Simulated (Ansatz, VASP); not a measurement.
**One calculation of PbS (Galena), two programs**

Contents of INCAR:

```
PREC     = Accurate       # precision mode
ENCUT    = 600            # plane-wave cutoff, eV
EDIFF    = 1E-6           # SCF threshold, eV
ISMEAR   = -1             # smearing method
SIGMA    = 0.05           # smearing width, eV
LREAL    = False          # projectors in reciprocal space
LASPH    = True           # aspherical terms in the spheres
NELM     = 60             # most SCF steps
ALGO     = Normal         # electronic algorithm
ISIF     = 3              # what is computed and relaxed
LWAVE    = False          # write WAVECAR
LCHARG   = False          # write CHGCAR
GGA      = B5             # functional
ALDAX    = 1.0          
AGGAX    = 1.0          
AGGAC    = 1.0          
ALDAC    = 0.0          
IVDW     = 13             # dispersion correction
VDW_S6   = 1.0          
VDW_S8   = 2.34076671   
VDW_A1   = 0.44488865   
VDW_A2   = 4.0933009    
IBRION   = 2              # ionic algorithm
NSW      = 80             # ionic steps
EDIFFG   = -0.01          # ionic threshold
```

The input KPOINTS:

```
regular mesh
0
Gamma
  8 8 8
```

Contents of POSCAR:

```
PbS
1.0
    0.0000000000      2.9657500000      2.9657500000
    2.9657500000      0.0000000000      2.9657500000
    2.9657500000      2.9657500000      0.0000000000
Pb S
1 1
Direct
    0.0000000000      0.0000000000      0.0000000000
    0.5000000000      0.5000000000      0.5000000000
```

Contents of input.yaml:

```yaml
crystal:
  lattice:
    - [0.0, 2.96575, 2.96575]
    - [2.96575, 0.0, 2.96575]
    - [2.96575, 2.96575, 0.0]
  atoms:
    - { symbol: Pb, position: [0.0, 0.0, 0.0] }
    - { symbol: S, position: [0.5, 0.5, 0.5] }
kpoints:
  mp_grid: { grid: [8, 8, 8] }
scf:
  occupations: { method: fermi_dirac, width: 0.05 }
hamiltonian:
  xc: blyp
  dispersion: d4
  pseudopotentials: { kind: all_electron, lapw: { basis_error: 0.001 } }
output:
  forces: true
  stress: true
relax:
  f_tol: 0.01
  max_steps: 60
  cell: {}
```

Alike in both runs: task relaxation of cell and atoms; functional BLYP; dispersion D4; k mesh 8 × 8 × 8; occupations fermi-dirac, width 0.05 eV; no spin polarisation.

```csv
,VASP,Ansatz
version,VASP 6.6.1,Ansatz 0.2.0
potentials or method,"VASP PAW PBE potentials, release 64 (Pb_d, S)","all-electron LAPW, scalar-relativistic"
plane-wave cutoff (eV),600,see its input
```

|  | VASP | Ansatz | Ansatz less VASP |
| --- | --- | --- | --- |
| relaxed volume (Å³/atom) | 28.76 | 28.76 | -0.005 |
| relaxed cell length with the largest relative difference (Å) | 4.333 | 4.333 | -0.0003 |
| energy change over the relaxation (meV/atom) | -37 | -35 | +1.5 |

Ansatz ran all-electron here, so the differences hold the error of VASP's frozen core and of both bases.

Caveats: the volume moved by +10 % from the deposited cell, more than functionals usually miss; the PAW data sets were made with another functional, which shifts forces and pressure a little (VASP). Zero-point motion and thermal expansion aren't in these numbers. A k mesh can miss the band edges.
